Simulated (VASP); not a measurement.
# BN: forms and solvers of the BSE on one G0W0 step

BN, F-43m (no. 216), 2 atoms in the cell. PBE, G0W0 and BSE; PAW potentials N_GW, B_GW (PBE set).

GW step before the BSE: G0W0.

## Input

INCAR.step1:
```
SYSTEM = BN
EDIFF = 1E-8
ENCUT = 420
ISMEAR = 0
KPAR = 4
LASPH = .TRUE.
LCHARG = .FALSE.
LWAVE = .TRUE.
PREC = Accurate
SIGMA = 0.02
```

INCAR.step2, as INCAR.step1 but for:
```
- EDIFF = 1E-8
+ ALGO = Exact
+ EDIFF = 1E-7
+ ISTART = 1
+ LOPTICS = .TRUE.
+ NBANDS = 47
+ NEDOS = 2000
+ NELM = 1
```

INCAR.step3:
```
SYSTEM = BN
ALGO = EVGW0
ENCUT = 420
ENCUTGW = 120
ISMEAR = 0
ISTART = 1
KPAR = 4
LASPH = .TRUE.
LCHARG = .FALSE.
LWAVE = .TRUE.
NBANDS = 47
NBANDSGW = 20
NELMGW = 1
NOMEGA = 48
PREC = Accurate
PRECFOCK = Fast
SIGMA = 0.02
```

INCAR.step4:
```
SYSTEM = BN
ALGO = BSE
ANTIRES = 0
CSHIFT = 0.15
ENCUT = 420
ENCUTGW = 120
IBSE = 2
ISMEAR = 0
ISTART = 1
KPAR = 4
LASPH = .TRUE.
LCHARG = .FALSE.
LWAVE = .FALSE.
NBANDS = 47
NBANDSO = 4
NBANDSV = 4
NBSEEIG = 4
NOMEGA = 1000
OMEGAMAX = 25
PREC = Accurate
PRECFOCK = Fast
SIGMA = 0.02
```

INCAR.step5, as INCAR.step4 but for:
```
- ANTIRES = 0
+ ANTIRES = 1
```

INCAR.step6 changes the same tag again: ANTIRES = 2.

INCAR.step7, as INCAR.step6 but for:
```
- ANTIRES = 2
+ ANTIRES = 0
+ LADDER = .FALSE.
+ LHARTREE = .FALSE.
```

INCAR.step8, as INCAR.step7 but for:
```
- ANTIRES = 0
- LHARTREE = .FALSE.
+ ANTIRES = 2
```

INCAR.step9, as INCAR.step8 but for:
```
- ANTIRES = 2
- LADDER = .FALSE.
+ ANTIRES = 0
+ LTRIPLET = .TRUE.
```

INCAR.step10, as INCAR.step9 but for:
```
- IBSE = 2
- LTRIPLET = .TRUE.
+ BSEPREC = High
+ IBSE = 3
```

INCAR.step11, as INCAR.step10 but for:
```
- BSEPREC = High
- IBSE = 3
+ IBSE = 1
```

INCAR.step12, as INCAR.step11 but for:
```
- IBSE = 1
+ IBSE = 2
+ SCISSOR = 0.3
```

INCAR.step13, as INCAR.step12 but for:
```
- NBANDSO = 4
- NBANDSV = 4
- SCISSOR = 0.3
+ NBANDSO = 1
+ NBANDSV = 1
```

INCAR.step14, as INCAR.step13 but for:
```
- NBANDSO = 1
- NBANDSV = 1
+ NBANDSO = 4
+ NBANDSV = 4
+ NBSEBLOCKO = 2
+ NBSEBLOCKV = 2
```

INCAR.step15, as INCAR.step14 but for:
```
- IBSE = 2
- KPAR = 4
- NBSEBLOCKO = 2
- NBSEBLOCKV = 2
- NBSEEIG = 4
+ BSEHOLE = 0.29 0.28 0.27
+ IBSE = 0
+ NBSEEIG = 3
```

INCAR.step16, as INCAR.step15 but for:
```
- BSEHOLE = 0.29 0.28 0.27
+ BSEELECTRON = 0.29 0.28 0.27
```

KPOINTS:
```
k-points
0
Gamma
  6 6 6
```

POSCAR:
```
BN
1.0
    0.0000000000      1.8130010000      1.8130010000
    1.8130010000      0.0000000000      1.8130010000
    1.8130010000      1.8130010000      0.0000000000
N B
1 1
Direct
    0.2500000000      0.2500000000      0.2500000000
    0.0000000000      0.0000000000      0.0000000000
```

Commands (each step's output is kept before the next begins):
```
cat potpaw_PBE.64/N_GW/POTCAR potpaw_PBE.64/B_GW/POTCAR > POTCAR
cp INCAR.step1 INCAR
mpirun -np 4 vasp_std > vasp.out
cp INCAR.step2 INCAR
mpirun -np 4 vasp_std > vasp.out
cp INCAR.step3 INCAR
mpirun -np 4 vasp_std > vasp.out
cp INCAR.step4 INCAR
mpirun -np 4 vasp_std > vasp.out
cp INCAR.step5 INCAR
mpirun -np 4 vasp_std > vasp.out
cp INCAR.step6 INCAR
mpirun -np 4 vasp_std > vasp.out
cp INCAR.step7 INCAR
mpirun -np 4 vasp_std > vasp.out
cp INCAR.step8 INCAR
mpirun -np 4 vasp_std > vasp.out
cp INCAR.step9 INCAR
mpirun -np 4 vasp_std > vasp.out
cp INCAR.step10 INCAR
mpirun -np 4 vasp_std > vasp.out
cp INCAR.step11 INCAR
mpirun -np 4 vasp_std > vasp.out
cp INCAR.step12 INCAR
mpirun -np 4 vasp_std > vasp.out
cp INCAR.step13 INCAR
mpirun -np 4 vasp_std > vasp.out
cp INCAR.step14 INCAR
mpirun -np 4 vasp_std > vasp.out
cp INCAR.step15 INCAR
mpirun -np 1 vasp_std > vasp.out
cp INCAR.step16 INCAR
mpirun -np 1 vasp_std > vasp.out
rm WFULL*.tmp
cp INCAR.step4 INCAR
mpirun -np 4 vasp_std > vasp.out
```

## Result

- Direct quasiparticle gap on the mesh (eV): 10.80
- Direct Kohn-Sham gap on the mesh (eV): 8.78

One ground state, settings moved in the last step alone:

| Settings | ε at zero frequency | First excitation (eV) | First bright (eV) | Time (s) |
|---|---|---|---|---|
| BSE, Tamm-Dancoff | 4.59 | 10.095 | 10.095 | 9 |
| BSE, ANTIRES 1 | 4.57 | 10.093 | 10.097 | 12 |
| BSE, ANTIRES 2 | 4.57 | 10.095 | 10.095 | 15 |
| independent quasiparticles | 4.00 | 10.804 | 10.804 | 4 |
| RPA on quasiparticles, ANTIRES 2 | 3.87 | 10.806 | 10.809 | 11 |
| triplet | – | 10.072 | – | 6 |
| Lanczos (IBSE 3) | 4.59 | – | – | 6 |
| time evolution (IBSE 1) | 4.56 | – | – | 14 |
| scissor of 0.3 eV on top | 4.50 | 10.395 | 10.395 | 8 |
| one valence and one conduction band | 2.23 | 10.137 | 10.137 | 2 |
| matrix set up in blocks of bands | 4.59 | 10.095 | 10.095 | 23 |
| old driver (IBSE 0) with the exciton's density | 4.59 | 10.095 | 10.095 | 27 |
| electron held instead of the hole | 4.59 | 10.095 | 10.095 | 26 |
| diagonal screening alone | 4.63 | 10.091 | 10.091 | 8 |

Make-up of the lowest excitation, one of several of nearly equal energy, so its shares depend on the choice among them:

| k point | From band | To band | Share |
|---|---|---|---|
| 0.000 0.000 0.000 | 3 | 5 | 0.24 |
| 0.000 0.000 0.000 | 4 | 7 | 0.14 |
| 0.000 0.000 0.000 | 3 | 6 | 0.13 |
| 0.000 0.000 0.000 | 4 | 6 | 0.13 |
| 0.000 0.000 0.000 | 4 | 5 | 0.11 |
| 0.000 0.000 0.000 | 2 | 6 | 0.09 |

Limits: The 6×6×6 mesh is coarse for a spectrum: peaks stand apart that a denser mesh merges; bands, mesh and cutoff of the G0W0 step are small, so absolute energies aren't converged; the pairs hold 4 valence and 4 conduction bands, and what lies beyond is missing from ε.

VASP 6.6.1 took 191 s on 4 cores (Intel Xeon Platinum 8559C (Emerald Rapids)), a shared host.
